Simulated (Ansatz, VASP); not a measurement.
## Two plane-wave programs on HfO2

```
O Hf
1.0
     3.58745    0.00000    0.00000
    -1.79372    3.10682    0.00000
     0.00000    0.00000   18.39371
O Hf
4 2
Direct
  0.00000 0.00000 0.38056
  0.33333 0.66667 0.46019
  0.66667 0.33333 0.53439
  0.00000 0.00000 0.61767
  0.66667 0.33333 0.42038
  0.33333 0.66667 0.57470
```

Alike in both runs: functional PBE; dispersion D3(BJ); k mesh 9 × 9 × 1; occupations gaussian, width 0.05 eV; no spin polarisation.

Ansatz relaxed the structure, and its values are those at the end. VASP's run is a single point on that final structure, the one shown.

|  | VASP | Ansatz |
| --- | --- | --- |
| version | VASP 6.6.1 | Ansatz 0.2.0 |
| potentials or method | VASP PAW PBE potentials, release 64 (O, Hf_pv) | scalar-relativistic, plane waves, PAW |
| plane-wave cutoff (eV) | 520 | 420 |
| valence electrons in the cell | 44 | 76 |

```csv
,VASP,Ansatz,Ansatz less VASP
gap on the k mesh at the Fermi level (eV),4.43,4.47,+0.032
least direct gap on the mesh (eV),4.68,4.69,+0.015
rms of the force components (eV/Å),0.186,0.173,-0.0137
```

The two sets of potentials don't hold the same shells in valence. Ansatz warned: «xc_potential_rough_in_thin_density».

Caveats: spin-orbit coupling is left out, which moves the levels of the heavy elements.
